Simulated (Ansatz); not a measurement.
two structures of Br, a comparison of enthalpies under pressure

Computed with Ansatz 0.2.0, Python API.

Script `br_transition.py`:
```python
"""Enthalpies of two structures of Br under pressure."""

import warnings

import ansatz as az
import numpy as np

ECUT = 500
KSPACING = 0.3
OCCUPATIONS = "gaussian"
SIGMA = 0.02


def diamond(A, a):
    return (
        az.Lattice.fcc(a)
        .space_group(227, origin_choice=1)
        .atom(A, (0, 0, 0))
        .primitive()
    )


def hcp(A, a):
    return (
        az.Lattice.from_parameters(a, a, 1.633 * a, alpha=90, beta=90, gamma=120)
        .space_group(194)
        .atom(A, (1 / 3, 2 / 3, 0.25))
    )


def solve(name, crystal, pressure=0.0):
    calc = (
        crystal.calculation()
        .basis(ECUT)
        .kpoints(spacing=KSPACING)
        .occupations(OCCUPATIONS, width=SIGMA)
    )
    calc = calc.relax(force_tolerance=0.03, cell=True, pressure=pressure)
    return calc.run(threads=1, pin="off")


def volume_per_atom(outcome):
    return abs(np.linalg.det(outcome.lattice.cell_ang)) / len(outcome.lattice.sites)

warnings.simplefilter("ignore", az.DeckWarning)

phases = {}
phases["diamond"] = diamond("Br", 6.48)
phases["hcp"] = hcp("Br", 3.33)

# enthalpy per atom at each pressure
pressures = [0, 10, 20, 30]
enthalpy, volume = {name: [] for name in phases}, {name: [] for name in phases}
for p in pressures:
    for name, crystal in phases.items():
        o = solve(name, crystal, pressure=p)
        volume[name].append(volume_per_atom(o))
        enthalpy[name].append(o.report["energy_sigma0_ev"] / len(o.lattice.sites) + p * volume[name][-1] / 160.21766)
gap = np.array(enthalpy["hcp"]) - np.array(enthalpy["diamond"])
rows = [(p, va, vb, 1000 * d) for p, va, vb, d in zip(pressures, volume["diamond"], volume["hcp"], gap)]
print("| P (GPa) | V diamond (A^3/atom) | V hcp (A^3/atom) | H(hcp) - H(diamond) (meV/atom) |")
print("| --- | --- | --- | --- |")
for row in rows:
    print(f"| {row[0]:d} | {row[1]:.3f} | {row[2]:.3f} | {row[3]:+.1f} |")
crossings = [p0 - g0 * (p1 - p0) / (g1 - g0) for p0, p1, g0, g1 in zip(pressures, pressures[1:], gap, gap[1:]) if g0 * g1 < 0]
print("crossing near", [round(float(p), 1) for p in crossings], "GPa") if crossings else print("no crossing in this range")
```

```console
$ python br_transition.py
| P (GPa) | V diamond (A^3/atom) | V hcp (A^3/atom) | H(hcp) - H(diamond) (meV/atom) |
| --- | --- | --- | --- |
| 0 | 42.774 | 35.782 | -247.7 |
| 10 | 31.544 | 22.546 | -873.9 |
| 20 | 27.394 | 19.981 | -1380.4 |
| 30 | 24.867 | 18.420 | -1810.8 |
no crossing in this range
```

What to keep in mind:
- At a fixed pressure a relaxation lowers the enthalpy F + PV, while F alone can rise.
- No functional is typed, so the default, PBE, holds.
- Only these two structures are compared, at zero temperature and with their symmetry kept; either may be hypothetical, and another phase may be lower than both. Differences under about 40 meV an atom lie within the error of mesh and functional.
- The cells are prototypes set up for this calculation and needn't exist.
- It ran for 86 s on 1 thread of Arm Neoverse V1, on a shared host, peak memory 0.41 GiB.
